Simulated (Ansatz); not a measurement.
A relaxed cell of LiF is given with its symmetry left out. The cell was found from a structure generator's guess, not taken from experiment.

Method: DFT PBE, scalar-relativistic, plane waves, PAW in Ansatz 0.2.0. Cutoff 420 eV, Γ-centred mesh, Gaussian smearing, no spin polarisation.

```cif
data_structure
_symmetry_space_group_name_H-M 'P 1'
_symmetry_Int_Tables_number 1
_cell_length_a 3.0864
_cell_length_b 3.0864
_cell_length_c 3.0864
_cell_angle_alpha 60.000
_cell_angle_beta 60.000
_cell_angle_gamma 60.000
_cell_volume 20.79
loop_
_atom_site_label
_atom_site_type_symbol
_atom_site_fract_x
_atom_site_fract_y
_atom_site_fract_z
_atom_site_occupancy
Li1 Li 0.25000 0.25000 0.25000 1
F1 F 0.00000 0.00000 0.00000 1
```

Formation energies are uncorrected and refer to the elements' standard structures at the same level (F₂ as a molecule).

Q: What space group does it have?

A: F-43m (No. 216), the zinc blende type. Conventional cell: a = 4.365 Å. Around Li lie 4 F at 1.89 Å; F is surrounded by 4 Li at 1.89 Å.

Q: How far does it lie from the elements in energy?

A: −2.942 eV/atom. It lies below the elements, which doesn't yet make it stable against other compounds or structures.

Q: Is it a metal?

A: No, the gap on the 10×10×10 mesh is 7.65 eV.

The last run used a 10×10×10 mesh for its 2-atom cell and Gaussian smearing of 0.02 eV. Kohn–Sham gaps at this level usually fall short of measured ones. This cell was reached by moving the atoms of another relaxed cell at random and relaxing again, last within the group found; it had no such test of its own.
